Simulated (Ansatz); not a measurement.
Computed with Ansatz 0.2.0, DFT PBE, scalar-relativistic, plane waves, PAW. Cutoff 420 eV, Γ-centred meshes of about 0.25 Å⁻¹ or finer for metals and 0.3 Å⁻¹ for insulators (2π included), Gaussian smearing. Collinear spin where magnetic atoms keep a moment.

These are static total energies at zero pressure.

Compare these two cells of GdN, each relaxed at this level.

A. (ferromagnetic moments up to 6.9 μB)

```cif
data_structure
_symmetry_space_group_name_H-M 'P6_3/mmc'
_symmetry_Int_Tables_number 194
_cell_length_a 3.4379
_cell_length_b 3.4379
_cell_length_c 5.9634
_cell_angle_alpha 90.000
_cell_angle_beta 90.000
_cell_angle_gamma 120.000
_cell_volume 61.04
loop_
_atom_site_label
_atom_site_type_symbol
_atom_site_symmetry_multiplicity
_atom_site_Wyckoff_symbol
_atom_site_fract_x
_atom_site_fract_y
_atom_site_fract_z
_atom_site_occupancy
Gd1 Gd 2 c 0.66667 0.33333 0.75000 1
N1 N 2 a 0.00000 0.00000 0.00000 1
```

B. (ferromagnetic moments up to 6.9 μB)

```cif
data_structure
_symmetry_space_group_name_H-M 'Fm-3m'
_symmetry_Int_Tables_number 225
_cell_length_a 4.9840
_cell_length_b 4.9840
_cell_length_c 4.9840
_cell_angle_alpha 90.000
_cell_angle_beta 90.000
_cell_angle_gamma 90.000
_cell_volume 123.80
loop_
_atom_site_label
_atom_site_type_symbol
_atom_site_symmetry_multiplicity
_atom_site_Wyckoff_symbol
_atom_site_fract_x
_atom_site_fract_y
_atom_site_fract_z
_atom_site_occupancy
Gd1 Gd 4 a 0.00000 0.00000 0.00000 1
N1 N 4 b 0.50000 0.00000 0.00000 1
```

Question: Which would you expect to be lower, and how large is the difference?

Answer: B is lower, by 141 meV/atom. A has the anti-nickel arsenide type, space group P6_3/mmc (No. 194), 15.3 Å³/atom and no gap on its mesh; B has the rock salt type, space group Fm-3m (No. 225), 15.5 Å³/atom and no gap. Counting N atoms around Gd (those within 1.25 times the shortest such distance or 1.15 times the sum of covalent radii), A and B both have Gd 6. Both come from trial cells of a structure search. B has the structure into which a cell as deposited in COD relaxes.

The 4f shell of Gd is treated without a Hubbard U, which places its levels poorly. Another magnetic order may lie lower. Cells relaxed within their symmetry can be saddle points.
